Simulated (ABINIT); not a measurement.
Crystal: TiTe2.

```
CELL_PARAMETERS angstrom
3.77700 0.00000 0.00000
-1.88850 3.27098 0.00000
0.00000 0.00000 6.49800
ATOMIC_POSITIONS crystal
Te 0.33333 0.66667 0.73720
Te 0.66667 0.33333 0.26280
Ti 0.00000 0.00000 0.00000
```

Base run:

```yaml
Program: ABINIT 10.8.3 (patched build)
Functional: PBE
Potentials_or_basis: SG15 NC PBE v1.2
Cutoff: 707 eV
k_mesh: 6 × 6 × 3
Occupations: fermi-dirac, width 0.05 eV
Spin: no spin polarisation
```

Its results: band gap on the k mesh none (metal or under the smearing width); pressure 0.8 GPa; largest force 0.024 eV/Å.

Q: The run is repeated on the same cell with these changes: functional from PBE to RPBE. What comes out?

A: Band gap on the k mesh none (metal or under the smearing width); pressure 2.8 GPa; largest force 0.048 eV/Å.

RPBE binds less tightly than PBE, so the same cell stands under more pressure.

Caveats: this functional lacks dispersion, which binds the layers, so the pressure and a relaxed spacing across them are unreliable; the potentials were made for another functional, which shifts forces and pressure (some runs).

Not every run made on this cell is shown here.
